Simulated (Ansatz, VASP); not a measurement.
**Sb: VASP beside Ansatz**

```
Sb
1.0
     3.16000    0.00000    0.00000
     0.00000    3.16000    0.00000
     0.00000    0.00000    3.16000
Sb
1
Direct
  0.00000 0.00000 0.00000
```

Alike in both runs: task single point; functional PBEsol; k mesh 14 × 14 × 14; occupations gaussian, width 0.1 eV; no spin polarisation.

```csv
,VASP,Ansatz
version,VASP 6.6.1,Ansatz 0.2.0
potentials or method,"VASP PAW PBE potentials, release 64 (Sb)","scalar-relativistic, plane waves, PAW"
plane-wave cutoff (eV),520,420
valence electrons in the cell,5,15
```

|  | VASP | Ansatz | Ansatz less VASP |
| --- | --- | --- | --- |
| gap on the k mesh at the Fermi level (eV) | none | none | - |
| pressure (GPa) | -4.7 | -4.7 | -0.04 |

A gap of «none» marks a metal or a gap that the smearing closes. The two sets of potentials don't hold the same shells in valence.

Caveats: the PAW data sets were made with another functional, which shifts forces and pressure a little (VASP). The runs have no spin-orbit coupling, so splittings on Sb are missing.
